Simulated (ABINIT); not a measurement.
# CdSe (F-43m) in ABINIT: settings compared, part 2 of 2

ABINIT 10.8.3 (patched build).

## Step 4: Single point, LDA

Input file run.abi:

```
# Pseudopotentials
pp_dirpath "./"
pseudos "Cd.upf, Se.upf"

# Structure
acell 3*1.0 Angstrom
rprim
     0.0000000000     3.0702711986     3.0702711986
     3.0702711986     0.0000000000     3.0702711986
     3.0702711986     3.0702711986     0.0000000000
ntypat 2
znucl 48 34
natom 2
typat 1 2
xred
     0.0000000000     0.0000000000     0.0000000000
     0.2500000000     0.2500000000     0.2500000000

# Plane-wave basis
ecut 47.0

# k points
kptopt 1
ngkpt 6 6 6
nshiftk 1
shiftk 0.0 0.0 0.0

# Exchange and correlation
ixc 7

# Bands and occupations
nband 22
occopt 3
tsmear 0.05 eV

# SCF cycle
nstep 100
tolvrs 1.0e-10

# Output
iomode 3
prtwf 0
prteig 0
prtebands 0
enunit 1
prtden 1
prtvha 1
prtvclmb 1
prtpot 1
prtelf 1
```

Potentials or basis: PseudoDojo NC SR LDA v0.4.1 standard.

Launch:

```
mpirun --bind-to none -np 4 abinit run.abi > log 2>&1
```

run.abo:

```text
.Version 10.8.3 of ABINIT
 Symmetries : space group F-4 3 m (#216); Bravais cF (face-center cubic)
================================================================================
 Values of the parameters that define the memory need of the present run
     intxc =       0    ionmov =       0      iscf =       7    lmnmax =       6
     lnmax =       6     mgfft =      54  mpssoang =       3    mqgrid =    3001
     natom =       2  nloc_mem =       1    nspden =       1   nspinor =       1
    nsppol =       1      nsym =      24    n1xccc =    2501    ntypat =       2
    occopt =       3   xclevel =       1
       mpw =        6046          nfft =      157464          nkpt =          16
================================================================================
================================================================================

--------------------------------------------------------------------------------
------------- Echo of variables that govern the present computation ------------
--------------------------------------------------------------------------------
 -outvars: echo values of preprocessed input variables --------
            acell      1.8897261259E+00  1.8897261259E+00  1.8897261259E+00 Bohr
              amu      1.12411000E+02  7.89600000E+01
             ecut      4.70000000E+01 Hartree
           enunit           1
              ixc           7
         kptrlatt        6    0    0      0    6    0      0    0    6
          kptrlen      4.92313624E+01
            natom           2
            nband          22
            ngfft          54      54      54
             nkpt          16
            nstep         100
             nsym          24
           ntypat           2
           occopt           3
        prtebands           0
           prteig           0
           prtelf           1
           prtpot           1
         prtvclmb           1
           prtvha           1
            prtwf           0
            rprim      0.0000000000E+00  3.0702711986E+00  3.0702711986E+00
                       3.0702711986E+00  0.0000000000E+00  3.0702711986E+00
                       3.0702711986E+00  3.0702711986E+00  0.0000000000E+00
          spgroup         216
           tolvrs      1.00000000E-10
           tsmear      1.83746611E-03 Hartree
            typat      1  2
           xangst      0.0000000000E+00  0.0000000000E+00  0.0000000000E+00
                       1.5351355993E+00  1.5351355993E+00  1.5351355993E+00
            xcart      0.0000000000E+00  0.0000000000E+00  0.0000000000E+00
                       2.9009858488E+00  2.9009858488E+00  2.9009858488E+00
             xred      0.0000000000E+00  0.0000000000E+00  0.0000000000E+00
                       2.5000000000E-01  2.5000000000E-01  2.5000000000E-01
            znucl       48.00000   34.00000

================================================================================

 chkinp: Checking input parameters for consistency.

================================================================================
== DATASET  1 ==================================================================

--- !DatasetInfo
iteration_state: {dtset: 1, }
dimensions: {natom: 2, nkpt: 16, mband: 22, nsppol: 1, nspinor: 1, nspden: 1, mpw: 6046, }
cutoff_energies: {ecut:  47.0, pawecutdg:  -1.0, }
electrons: {nelect:   3.60000000E+01, charge:   0.00000000E+00, occopt:   3.00000000E+00, tsmear:   1.83746611E-03, }
meta: {optdriver: 0, ionmov: 0, optcell: 0, iscf: 7, paral_kgb: 0, }
...

 Exchange-correlation functional for the present dataset will be:
  LDA: Perdew-Wang 92 LSD fit to Ceperley-Alder data - ixc=7
  J.P.Perdew and Y.Wang, PRB 45, 13244 (1992)

 Real(R)+Recip(G) space primitive vectors, cartesian coordinates (Bohr,Bohr^-1):
 R(1)=  0.0000000  5.8019717  5.8019717  G(1)= -0.0861776  0.0861776  0.0861776
 R(2)=  5.8019717  0.0000000  5.8019717  G(2)=  0.0861776 -0.0861776  0.0861776
[... 70 lines left out ...]
- [  0.0000000,   5.8019717,   5.8019717, ]
- [  5.8019717,   0.0000000,   5.8019717, ]
- [  5.8019717,   5.8019717,   0.0000000, ]
lattice_lengths: [   8.20523,    8.20523,    8.20523, ]
lattice_angles: [ 60.000,  60.000,  60.000, ] # degrees, (23, 13, 12)
lattice_volume:   3.9062210E+02
convergence: {deltae:  1.160E-11, res2:  3.719E-11, residm:  4.317E-06, diffor: null, }
etotal    :  -2.96505741E+02
entropy   :   0.00000000E+00
fermie    :   1.32479678E-01
cartesian_stress_tensor: # hartree/bohr^3
- [  1.19215574E-04,   0.00000000E+00,   0.00000000E+00, ]
- [  0.00000000E+00,   1.19215574E-04,   0.00000000E+00, ]
- [  0.00000000E+00,   0.00000000E+00,   1.19215574E-04, ]
pressure_GPa:  -3.5074E+00
xred      :
- [  0.0000E+00,   0.0000E+00,   0.0000E+00, Cd]
- [  2.5000E-01,   2.5000E-01,   2.5000E-01, Se]
cartesian_forces: # hartree/bohr
- [ -1.81285707E-31,  -1.81285707E-31,   5.43857121E-31, ]
- [  1.81285707E-31,   1.81285707E-31,  -5.43857121E-31, ]
force_length_stats: {min:   6.01256669E-31, max:   6.01256669E-31, mean:   6.01256669E-31, }
...

 Integrated electronic density in atomic spheres:
 ------------------------------------------------
 Atom  Sphere_radius  Integrated_density
    1        2.00000         17.15935562
    2        2.00000         13.23722357
================================================================================

 ----iterations are completed or convergence reached----

 Mean square residual over all n,k,spin=   25.875E-09; max=  43.171E-07
 reduced coordinates (array xred) for    2 atoms
       0.000000000000      0.000000000000      0.000000000000
       0.250000000000      0.250000000000      0.250000000000
 rms dE/dt=  2.9750E-30; max dE/dt=  4.2073E-30; dE/dt below (all hartree)
    1       0.000000000000      0.000000000000      0.000000000000
    2       0.000000000000      0.000000000000     -0.000000000000

 cartesian coordinates (angstrom) at end:
    1      0.00000000000000     0.00000000000000     0.00000000000000
    2      1.53513559930000     1.53513559930000     1.53513559930000

 cartesian forces (hartree/bohr) at end:
    1     -0.00000000000000    -0.00000000000000     0.00000000000000
    2      0.00000000000000     0.00000000000000    -0.00000000000000
 frms,max,avg= 3.4713570E-31 5.4385712E-31   0.000E+00  0.000E+00  0.000E+00 h/b

 cartesian forces (eV/Angstrom) at end:
    1     -0.00000000000000    -0.00000000000000     0.00000000000000
    2      0.00000000000000     0.00000000000000    -0.00000000000000
 frms,max,avg= 1.7850435E-29 2.7966258E-29   0.000E+00  0.000E+00  0.000E+00 e/A
 length scales=  1.889726125908  1.889726125908  1.889726125908 bohr
              =  1.000000000000  1.000000000000  1.000000000000 angstroms
 Fermi (or HOMO) energy (eV) =   3.60496   Average Vxc (eV)=  -9.67606
 Eigenvalues (   eV  ) for nkpt=  16  k points:
 kpt#   1, nband= 22, wtk=  0.00463, kpt=  0.0000  0.0000  0.0000 (reduced coord)
 -97.93909  -59.09216  -59.09216  -59.09216  -43.39801  -43.39801  -43.39801  -43.39423
 -43.39423   -9.08380   -4.39005   -4.39005   -4.39005   -4.04019   -4.04019    3.43877
   3.43877    3.43877    3.70694    9.24201    9.24201    9.24201
 prteigrs : prtvol=0 or 1, do not print more k-points.

--- !EnergyTerms
iteration_state     : {dtset: 1, }
comment             : Components of total free energy in Hartree
kinetic             :  1.39622856639035E+02
hartree             :  1.01585093226599E+02
xc                  : -4.79020714493259E+01
Ewald energy        : -1.51711725122812E+02
psp_core            :  4.76909966742599E+00
local_psp           : -2.95772170409566E+02
non_local_psp       : -4.70968078972258E+01
internal            : -2.96505725345870E+02
'-kT*entropy'       : -1.53482378448055E-05
total_energy        : -2.96505740694108E+02
total_energy_eV     : -8.06833223417805E+03
band_energy         : -3.80242595566490E+01
...

 Cartesian components of stress tensor (hartree/bohr^3)
  sigma(1 1)=  1.19215574E-04  sigma(3 2)=  0.00000000E+00
  sigma(2 2)=  1.19215574E-04  sigma(3 1)=  0.00000000E+00
  sigma(3 3)=  1.19215574E-04  sigma(2 1)=  0.00000000E+00

-Cartesian components of stress tensor (GPa)         [Pressure= -3.5074E+00 GPa]
- sigma(1 1)=  3.50744327E+00  sigma(3 2)=  0.00000000E+00
- sigma(2 2)=  3.50744327E+00  sigma(3 1)=  0.00000000E+00
- sigma(3 3)=  3.50744327E+00  sigma(2 1)=  0.00000000E+00

== END DATASET(S) ==============================================================
================================================================================

 -outvars: echo values of variables after computation  --------
            acell      1.8897261259E+00  1.8897261259E+00  1.8897261259E+00 Bohr
           etotal     -2.9650574069E+02
            fcart     -1.8128570684E-31 -1.8128570684E-31  5.4385712053E-31
                       1.8128570684E-31  1.8128570684E-31 -5.4385712053E-31
            rprim      0.0000000000E+00  3.0702711986E+00  3.0702711986E+00
                       3.0702711986E+00  0.0000000000E+00  3.0702711986E+00
                       3.0702711986E+00  3.0702711986E+00  0.0000000000E+00
           strten      1.1921557378E-04  1.1921557378E-04  1.1921557378E-04
                       0.0000000000E+00  0.0000000000E+00  0.0000000000E+00
           xangst      0.0000000000E+00  0.0000000000E+00  0.0000000000E+00
                       1.5351355993E+00  1.5351355993E+00  1.5351355993E+00
             xred      0.0000000000E+00  0.0000000000E+00  0.0000000000E+00
                       2.5000000000E-01  2.5000000000E-01  2.5000000000E-01
 Calculation completed.
```

Wall time 42 s (4 MPI ranks of Intel Xeon Platinum 8175M at 2.50GHz (Skylake/Cascade Lake), shared host); peak memory 0.4 GiB.

What came out:

- Free energy: -8068.3322 eV
- Band gap on the k mesh: 0.27 eV, direct
- Valence electrons inside the program's atomic spheres: Cd 17.16; Se 13.24

Caveat: the cutoff is too short for stress, so the log's stress isn't used. LDA gaps usually lie below the measured ones, often by a third to a half.

## Step 5: Single point, LDA

run.abi: that of step 4 with these lines changed.

```diff
@@ -42,9 +42,5 @@
 prtwf 0
+prtden 0
 prteig 0
 prtebands 0
-enunit 1
-prtden 1
-prtvha 1
-prtvclmb 1
-prtpot 1
-prtelf 1
+enunit 2
```

Launch:

```
mpirun --bind-to none -np 4 abinit run.abi > log 2>&1
```

Wall time 60 s (4 MPI ranks of Arm Neoverse N1, shared host); peak memory 0.36 GiB.

The run converged. Its results:

| Quantity | Value |
| --- | --- |
| Free energy | -8068.3322 eV |
| Band gap on the k mesh | 0.27 eV, direct |
| Valence electrons inside the program's atomic spheres | Cd 17.16; Se 13.24 |

Levels at points of the mesh, in eV from the valence-band top:
```csv
k point,band 16,band 17,band 18,band 19,band 20,band 21
"(0.00, 0.00, 0.00)",0.00,0.00,0.00,0.27,5.80,5.80
"(0.50, 0.00, 0.00)",-4.31,-0.72,-0.72,2.14,6.32,6.32
"(0.50, 0.50, 0.00)",-4.04,-1.79,-1.79,2.99,3.58,8.71
```

Caveat: the cutoff is too short for stress, so the log's stress isn't used. Expect the measured gap to be larger: semilocal functionals such as LDA lack the derivative discontinuity.

## Step 6: Single point, LDA

Input file run.abi:

```
# Pseudopotentials
pp_dirpath "./"
pseudos "Cd.LDA_PW-JTH.xml, Se.LDA_PW-JTH.xml"

# Structure
acell 3*1.0
rprim
     0.0000000000     5.8019716937     5.8019716937
     5.8019716937     0.0000000000     5.8019716937
     5.8019716937     5.8019716937     0.0000000000
ntypat 2
znucl 48 34
natom 2
typat 1 2
xred
     0.0000000000     0.0000000000     0.0000000000
     0.2500000000     0.2500000000     0.2500000000

# Plane-wave basis
ecut 12.0
pawecutdg 24.0

# k points
kptopt 1
ngkpt 6 6 6
nshiftk 1
shiftk 0.0 0.0 0.0

# Exchange and correlation
ixc 7

# Bands and occupations
nband 13
occopt 3
tsmear 0.00183747

# SCF cycle
nstep 100
tolvrs 1.0e-9

# Output
iomode 3
prtwf 0
prtden 0
prteig 0
prtebands 0
```

Potentials or basis: JTH PAW LDA v2.0.

Launch:

```
abinit run.abi > log 2>&1
```

It took 12 s on 1 thread of Arm Neoverse N1, shared host; peak memory 0.08 GiB.

It converged, with:

```yaml
Free_energy: -1561.5996 eV
Band_gap_on_the_k_mesh: 0.26 eV, direct
Valence_electrons_inside_the_program's_atomic_spheres: Cd 10.44; Se 3.95
```

Levels at points of the mesh, in eV from the valence-band top:
```tsv
k point	band 5	band 6	band 7	band 8	band 9	band 10	band 11	band 12	band 13
(0.00, 0.00, 0.00)	-7.49	-7.49	0.00	0.00	0.00	0.26	5.79	5.79	5.79
(0.50, 0.00, 0.00)	-7.48	-7.23	-4.32	-0.73	-0.73	2.12	6.32	6.32	7.09
(0.50, 0.50, 0.00)	-7.44	-7.18	-4.05	-1.79	-1.79	2.99	3.56	8.71	9.85
```

Caveat: the cutoff is too short for stress, so the log's stress isn't used.

## Step 7: The runs side by side

```tsv
level	potentials or basis	cell	cutoff (eV)	fine-grid cutoff	gap on the mesh (eV)
LDA	PseudoDojo NC SR LDA v0.4.1 standard	cell relaxed	1388	-	0.40
PBE	PseudoDojo NC SR PBE v0.4.1 standard	as given	1279	-	0.55
LDA	PseudoDojo NC SR LDA v0.4.1 standard	as given	1279	-	0.27
LDA	JTH PAW LDA v2.0	as given	327	653.073 eV	0.26
```

Alike in all rows: task single point; no spin polarisation; k mesh 6 × 6 × 6; smearing fermi-dirac 0.05 eV.

Total energies depend on the potentials used, so only differences within one code and one set of settings carry meaning.
